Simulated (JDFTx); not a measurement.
# InP: single point with PBEsol

**The experiment to reproduce.**

From a printed reference work, data compilation, for a bulk crystal of InP at 1.6 K: band gap 1.4236 eV (direct).

Crystal: InP.

```xyz
2
Lattice="0.0000 2.9305 2.9305 2.9305 0.0000 2.9305 2.9305 2.9305 0.0000" Properties=species:S:1:pos:R:3 pbc="T T T"
In    0.0000    0.0000    0.0000
P     4.3957    4.3957    4.3957
```

| Quantity | Value |
| --- | --- |
| Program | JDFTx 1.7.0 (patched build) |
| Task | single point |
| Functional | PBEsol |
| Potentials or basis | PseudoDojo-SR-PBEsol-0.4.1-standard with smoothed tails |
| Cutoff | 952 eV |
| Density cutoff | 7619 eV |
| k mesh | 8 × 8 × 8 |
| Occupations | fermi-dirac, width 0.05 eV |
| Spin | no spin polarisation |
| Local potential set to -Z/r beyond | 6 bohr |
| Bands | 15 |
| Density cutoff over wavefunction cutoff | 8 |
| Max SCF steps | 100 |
| SCF threshold on the energy | 1e-09 Ha |
| Solver of the electrons | scf |
| Further solve for the empty bands | yes |

```yaml
Pressure: 0.7 GPa
Band_gap_on_the_k_mesh: 0.61 eV, direct
Loewdin_charges: In +0.28; P -0.25 e
```

Levels at points of the mesh, in eV from the valence-band top:
```csv
k point,band 7,band 8,band 9,band 10,band 11
"(0.00, 0.00, 0.00)",0.00,0.00,0.00,0.61,4.02
"(0.00, 0.00, 0.50)",-5.80,-0.98,-0.98,1.40,4.73
"(0.00, 0.50, 0.50)",-5.81,-2.35,-2.35,1.63,2.16
```

Run time: 120 s on 1 thread of Intel(R) Xeon(R) Platinum 8259CL CPU @ 2.50GHz (Skylake/Cascade Lake), on a shared host, peak memory 0.14 GiB.

Measured gap of InP: 1.4236 eV (direct; 1.6 K; a printed reference work, data compilation). This calculation gives 0.61 eV (-0.81 eV). Spin-orbit coupling on In is left out. The value is that of PBEsol, without temperature or zero-point motion. Semilocal functionals fall short of measured gaps as a rule.

Caveat: the empty levels aren't tightly converged; spin-orbit coupling is left out, which moves the levels of the heavy elements.
